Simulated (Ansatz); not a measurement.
**PtSe₂: a sublattice moved along a line**

Computed with Ansatz 0.2.0, DFT PBE, scalar-relativistic, plane waves, PAW. Cutoff 420 eV, Γ-centred 12×12×4 k-points, Gaussian smearing of 0.05 eV. Spin–orbit coupling is left out, which matters for the heavy elements here. No spin polarisation. Energies are free energies at this smearing, counted from the undisturbed cell; pressure is positive in compression.

The starting cell (relaxed at this level):

```yaml
crystal:
  lattice:
    - [3.75166, 0.00000, 0.00000]
    - [-1.87583, 3.24903, 0.00000]
    - [0.00000, 0.00000, 6.52688]
  atoms:
    - { symbol: Pt, position: [0.00000, 0.00000, 0.00000] }
    - { symbol: Se, position: [0.33333, 0.66667, 0.20019] }
    - { symbol: Se, position: [0.66667, 0.33333, 0.79981] }
```

The cell holds layers and no dispersion correction was added, so their binding is poorly described.

Every Pt atom is moved by x along the Cartesian unit vector (-0.742, -0.428, 0.517); the cell and all other atoms stay fixed.

| x (Å) | ΔE (meV/cell) | force along x on the moved atoms (eV/Å) | pressure (GPa) | gap on the mesh (eV) |
| --- | --- | --- | --- | --- |
| -0.2000 | ? | ? | 1.7 | 0.75 |
| -0.1000 | 75.0 | 1.51 | 0.4 | 0.86 |
| 0.0000 | 0.0 | 0.00 | 0.0 | 0.90 |
| 0.1500 | 170.8 | -2.33 | 0.9 | 0.81 |

(1) Give the withheld values.

Answers

(1) ΔE (meV/cell) at x (Å) = -0.2000: 308.9; force along x on the moved atoms (eV/Å) at x (Å) = -0.2000: 3.21.

Cost: 4 runs of about 1.7 core-minutes in all, on Intel Xeon Platinum 8259CL (Skylake/Cascade Lake) (shared hosts).